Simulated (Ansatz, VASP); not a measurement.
**One calculation of K, two programs**

```xyz
2
Lattice="-2.2081 2.2081 8.0459 2.2081 -2.2081 8.0459 2.2081 2.2081 -8.0459" Properties=species:S:1:pos:R:3 pbc="T T T"
K     2.2081    0.0000    4.0229
K     0.0000    0.0000    8.0459
```

Alike in both runs: task single point; functional PBE; k mesh 6 × 6 × 6; occupations gaussian, width 0.1 eV; no spin polarisation.

|  | VASP | Ansatz |
| --- | --- | --- |
| version | VASP 6.6.1 | Ansatz 0.2.0 |
| potentials or method | VASP PAW PBE potentials, release 64 (K_sv) | scalar-relativistic, plane waves, PAW |
| plane-wave cutoff (eV) | 520 | 420 |
| valence electrons in the cell | 18 | 18 |

```tsv
	VASP	Ansatz	Ansatz less VASP
gap on the k mesh at the Fermi level (eV)	none	none	-
pressure (GPa)	-0.1	0.0	+0.01
```

A gap of «none» marks a metal or a gap that the smearing closes. Ansatz warned: «stress_scf_threshold_loose».
